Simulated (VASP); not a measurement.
Here is a VASP 6.6.1 calculation.

Contents of INCAR:

```
PREC     = Accurate       # precision mode
ENCUT    = 520            # plane-wave cutoff, eV
EDIFF    = 1E-6           # SCF threshold, eV
ISMEAR   = 0              # smearing method
SIGMA    = 0.02           # smearing width, eV
LREAL    = F              # projectors in reciprocal space
LASPH    = T              # aspherical terms in the spheres
NELM     = 60             # most SCF steps
ALGO     = Normal         # electronic algorithm
ISIF     = 2              # what is computed and relaxed
LWAVE    = F              # write WAVECAR
LCHARG   = F              # write CHGCAR
GGA      = PE             # functional
NBANDS   = 15             # bands
```

The input KPOINTS:

```
Automatic mesh
0
Gamma
  8 8 8
```

File POSCAR:

```
CaSe
1.0
    0.0000000000      2.9793658632      2.9793658632
    2.9793658632      0.0000000000      2.9793658632
    2.9793658632      2.9793658632      0.0000000000
Ca Se
1 1
Direct
    0.0000000000      0.0000000000      0.0000000000
    0.5000000000      0.5000000000      0.5000000000
```

Potentials or basis: VASP PAW PBE potentials, release 64 (Ca_sv, Se).

Command:

```sh
$ cat potpaw_PBE.64/Ca_sv/POTCAR potpaw_PBE.64/Se/POTCAR > POTCAR
$ mpirun -np 1 vasp_std > vasp.out
```

Q: Estimate the band gap on the k mesh.

A: 2.07 eV, indirect (least direct gap 2.99 eV).

Q: Predict the pressure.

A: 0.1 GPa.

**What was measured.**

A printed reference work, monograph, original work of 1988 reports, for a bulk crystal of CaSe at 2 K: band gap 3.85 eV (indirect).

A measured gap of CaSe is 3.85 eV (indirect; 2 K; a printed reference work, monograph, original work of 1988); the calculated 2.07 eV misses it by -1.78 eV. Spin-orbit coupling on Se is left out. The value is that of PBE on a finite k mesh, which can miss the band edges, without temperature or zero-point motion. Semilocal functionals fall short of measured gaps as a rule.
